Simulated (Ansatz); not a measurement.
TiAl:

```
Ti Al
1.0
     3.17906    0.00000    0.00000
     0.00000    3.17906    0.00000
     0.00000    0.00000    3.17906
Ti Al
1 1
Direct
  0.00000 0.00000 0.00000
  0.50000 0.50000 0.50000
```

The cell comes from a database or a generator and needn't be the stable form of this composition.

Program: Ansatz 0.2.0. Alike in all runs: task single point; potentials or basis Ansatz PAW; no spin polarisation; cell as given; k mesh 4 × 4 × 4; smearing fermi-dirac 0.05 eV; the mesh is coarse, so values aren't converged.

Problem. Order these runs on this cell by their pressure, lowest first.
A. level HF; cutoff (eV) 420
B. level r2SCANh; cutoff (eV) 500
C. level r2SCAN50; cutoff (eV) 500

Solution. C (-3.1 GPa), B (-0.4 GPa), A (3.1 GPa).

Caveats: all runs use coarse meshes; the PAW data sets come from PBE, with cores solved anew for the run's functional, which leaves a small shift of forces and pressure; the thresholds are loose for stress.
